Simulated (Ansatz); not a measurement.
# MoP: the cost of one run

Computed with Ansatz 0.2.0 (DFT PBE, scalar-relativistic, plane waves, PAW, unless a step's input says otherwise).

1 further run of the same task is left out (set aside as unsound or not needed).

**1. The system as given**

Symmetry: P-6m2, No. 187, hexagonal system. The conventional cell has a = 3.241 Å, b = 3.241 Å, c = 3.195 Å, α = 90.00°, β = 90.00°, γ = 120.00°. Mo (site symmetry -6m2) has 6 P at 2.46 Å as nearest neighbours. P (site symmetry -6m2) is surrounded by 6 Mo at 2.46 Å.

As a file:

```
CELL_PARAMETERS angstrom
3.24104 0.00000 0.00000
-1.62052 2.80683 0.00000
0.00000 0.00000 3.19523
ATOMIC_POSITIONS crystal
Mo 0.00000 0.00000 0.00000
P 0.33333 0.66667 0.50000
```

This cell was relaxed beforehand with the same method: volume 14.53 Å³/atom, gap on the mesh none (metal).

**2. The bulk in the cell of the plane**

The input, input.yaml:

```yaml
crystal:
  lattice:
    - [3.19522666, 0.0, 0.0]
    - [0.0, 3.2410431082, 0.0]
    - [0.0, -1.6205215541, 2.8068256664]
  atoms:
    - { symbol: Mo, position: [0.0, 0.0, 0.0] }
    - { symbol: P, position: [0.5, 0.6666666667, 0.3333333333] }
basis:
  ecutwfc: 420
kpoints:
  mp_grid: { grid: [11, 11, 12] }
hamiltonian:
  xc: pbe
scf:
  occupations: { method: gaussian, width: 0.1 }
output:
  forces: true
  stress: true
  eigenvalues: true
```

Command:

```sh
$ ansatz run input.yaml --threads 1 --pin off --max-ram 2560MiB --backend cpu --events-out ev --progress --plain --runs-dir out
```

Q: Estimate wall time and peak memory on 1 thread of Intel Xeon 6975P-C (Granite Rapids), shared host.

About 6.8 s, with a peak of 0.49 GiB.
